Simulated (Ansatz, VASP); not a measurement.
# Ag in VASP and in Ansatz

```
Ag
1.0
     3.06971    0.00000    0.00000
    -1.53486    2.65845    0.00000
     0.00000    0.00000    4.96413
Ag
2
Direct
  0.33333 0.66667 0.25000
  0.66667 0.33333 0.75000
```

Alike in both runs: task single point; functional RPBE; k mesh 14 × 14 × 8; occupations fermi-dirac, width 0.1 eV; no spin polarisation.

|  | VASP | Ansatz |
| --- | --- | --- |
| version | VASP 6.6.1 | Ansatz 0.2.0 |
| potentials or method | VASP PAW PBE potentials, release 64 (Ag) | plane waves (420 eV) with PAW, scalar-relativistic |
| plane-wave cutoff (eV) | 520 | 420 |
| valence electrons in the cell | 22 | 38 |

```tsv
	VASP	Ansatz	Ansatz less VASP
pressure (GPa)	-4.6	-4.5	+0.02
largest component of the traceless stress (GPa)	0.27	0.28	+0.003
```

The functional is the same, so the differences come from potentials, cutoffs and numerics. The two sets of potentials don't hold the same shells in valence.

Caveats: the PAW data sets were made with another functional, which shifts forces and pressure a little (VASP).
